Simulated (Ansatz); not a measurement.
## Strain and the gap of Si (Fd-3m)

Si (Fd-3m) from a database structure, relaxed with r2SCAN in Ansatz. Space group Fd-3m (No. 227), cubic; a = 5.444 Å in the conventional setting, 20.17 Å³ an atom. Around Si lie 4 Si at 2.36 Å.

The axes x, y and z are those of this cell:
```
Si
1.0
     0.00000    2.72212    2.72212
     2.72212    0.00000    2.72212
     2.72212    2.72212    0.00000
Si
2
Direct
  0.25000 0.25000 0.25000
  0.00000 0.00000 0.00000
```

Unstrained: The PBE gap is indirect, 0.583 eV (Γ to Γ–X (0.84 of the way from Γ)), below the direct gap of 2.557 eV at Γ. r2SCAN gives an indirect gap of 0.770 eV, from Γ to Γ–X (0.84 of the way from Γ); the least direct gap is 2.739 eV at Γ. With HSE06 the valence top lies at Γ and the conduction bottom at Γ–X (0.84 of the way from Γ), 1.144 eV higher; the smallest vertical gap, at Γ, is 3.312 eV. Meshes: PBE 8×8×8, r2SCAN 8×8×8, HSE06 6×6×6. Strains are changes of length per length, and xy shears are angles. After each strain the atoms were relaxed again with r2SCAN within the symmetry that the strain leaves, so tilts or polar shifts that break it weren't tested; points keep the names that they have in the unstrained zone. The values are computed, spin-unpolarised, and not measurements.

Changes of the least gap in eV (an overlap counts as a negative gap):
```json
{"strain": "biaxial -0.43 % in x and y, z held", "volume change (%)": "-0.9", "space group": "I4_1/amd", "PBE": "-0.038", "r2SCAN": "-0.039", "HSE06": "-0.039", "energy rise, r2SCAN (meV/atom)": "0.5"}
{"strain": "isotropic +4.41 % on every length", "volume change (%)": "+13.8", "space group": "Fd-3m", "PBE": "+0.204", "r2SCAN": "+0.193", "HSE06": "+0.195", "energy rise, r2SCAN (meV/atom)": "92.7"}
{"strain": "epitaxial +3.14 % in the xy plane, free normal strain -2.32 %", "volume change (%)": "+3.9", "space group": "I4_1/amd", "PBE": "-0.484", "r2SCAN": "-0.522", "HSE06": "-0.516", "energy rise, r2SCAN (meV/atom)": "21.5"}
{"strain": "xy shear, engineering strain (angle) -3.94 %", "volume change (%)": "0.0", "space group": "Imma", "PBE": "-0.324", "r2SCAN": "-0.342", "HSE06": "-0.336", "energy rise, r2SCAN (meV/atom)": "8.0"}
```

Biaxial -0.43 % in x and y, z held. HSE06: the gap goes from 1.144 to 1.105 eV (-0.039 eV); with r2SCAN the top three valence levels at Γ, degenerate before, become 2+1 from the top over 33 meV. Stress change with r2SCAN, compression positive: xx +1.01, yy +1.01, zz +0.54 GPa.

Isotropic +4.41 % on every length. HSE06: the gap goes from 1.144 to 1.339 eV (+0.195 eV); the edges go from Γ → Γ–X (0.84) to Γ → Γ–X (0.82). Stress change with r2SCAN, compression positive: xx -9.51, yy -9.51, zz -9.51 GPa.

Epitaxial +3.14 % in the xy plane, free normal strain -2.32 %. HSE06: the gap goes from 1.144 to 0.628 eV (-0.516 eV); the edges go from Γ → Γ–X (0.84) to Γ → Γ–X (0.82); with r2SCAN the top three valence levels at Γ, degenerate before, become 1+2 from the top over 377 meV. Stress change with r2SCAN, compression positive: xx -5.26, yy -5.26, zz 0.00 GPa.

Xy shear, engineering strain (angle) -3.94 %. HSE06: the gap goes from 1.144 to 0.808 eV (-0.336 eV); the X points, equivalent before, split by 294 meV, and the conduction bottom lies at those like (1/2, 1/2, 0); the edges go from Γ → Γ–X (0.84) to Γ → X; with r2SCAN the top three valence levels at Γ, degenerate before, become 1+1+1 from the top over 367 meV. Stress change with r2SCAN, compression positive: xx +0.08, yy +0.08, zz -0.04, xy +3.21 GPa.

Where an edge lies off the special points, it is a point of the mesh or the k point where a search put PBE's edge or least direct gap, reused for the other functionals, whose own edges may lie a little apart.

The meshes of the hybrids are coarse, so their gaps aren't converged to the digits shown.

The splittings at Γ are without spin-orbit coupling, which regroups them where it is of like size or larger.
